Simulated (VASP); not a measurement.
## From VASP inputs to Ansatz: SrO (rocksalt)

INCAR

```
LCHARG = .FALSE.
LWAVE = .FALSE.
NBANDS = 15
LASPH = .TRUE.
ISIF = 2
EDIFF = 1E-7
SIGMA = 0.01
METAGGA = R2SCAN
ENCUT = 520
PREC = Accurate
NELM = 120
NSW = 0
LREAL = .FALSE.
ALGO = Normal
IBRION = -1
ISMEAR = 0
```

KPOINTS

```
KPOINTS created by Atomic Simulation Environment
0
Gamma
8 8 8
0 0 0
```

KPOINTS_OPT

```
special points
7
Reciprocal
0.0000000000 0.0000000000 0.0000000000 1
0.5000000000 0.0000000000 0.5000000000 1
0.6250000000 0.2500000000 0.6250000000 1
0.3750000000 0.3750000000 0.7500000000 1
0.5000000000 0.5000000000 0.5000000000 1
0.5000000000 0.2500000000 0.7500000000 1
0.0000000000 0.5000000000 0.5000000000 1
```

POSCAR

```
Sr O
 1.0000000000000000
    -0.0000000000000000    2.5798923271472485    2.5798923271472485
     2.5798923271472485    0.0000000000000000    2.5798923271472485
     2.5798923271472485    2.5798923271472485   -0.0000000000000000
 Sr  O
   1   1
Cartesian
 -0.0000000000000000 -0.0000000000000000 -0.0000000000000000
  2.5798923271472485  2.5798923271472485  2.5798923271472485
```

VASP ran with the recommended PBE PAW datasets (16 valence electrons in the cell).

Task: Write an Ansatz input for this cell and level of theory.

Result: 

```yaml
crystal:
  lattice:
    - [0.0, 2.5798923271, 2.5798923271]
    - [2.5798923271, 0.0, 2.5798923271]
    - [2.5798923271, 2.5798923271, 0.0]
  atoms:
    - { symbol: Sr, position: [0.0, 0.0, 0.0] }
    - { symbol: O, position: [0.5, 0.5, 0.5] }
kpoints:
  mp_grid: { grid: [8, 8, 8] }
  band_path:
    path:
      - [0.0, 0.0, 0.0]
      - [0.5, 0.0, 0.5]
      - [0.625, 0.25, 0.625]
      - [0.375, 0.375, 0.75]
      - [0.5, 0.5, 0.5]
      - [0.5, 0.25, 0.75]
      - [0.0, 0.5, 0.5]
    npoints: 1
hamiltonian:
  xc: r2scan
scf:
  occupations: { method: fixed }
  n_extra_bands: 4
output:
  forces: true
  stress: true
  eigenvalues: true
```

Other inputs would serve too.

```csv
,VASP,Ansatz
gap between bands v and c,3.75 eV,3.80 eV
least direct gap,3.84 eV,3.88 eV
pressure,0.5 GPa,0.0 GPa
```

The two codes use different PAW datasets and cutoffs. VASP's cell holds 16 valence electrons and Ansatz's 16. Ansatz's stress includes a Pulay correction; VASP's doesn't.
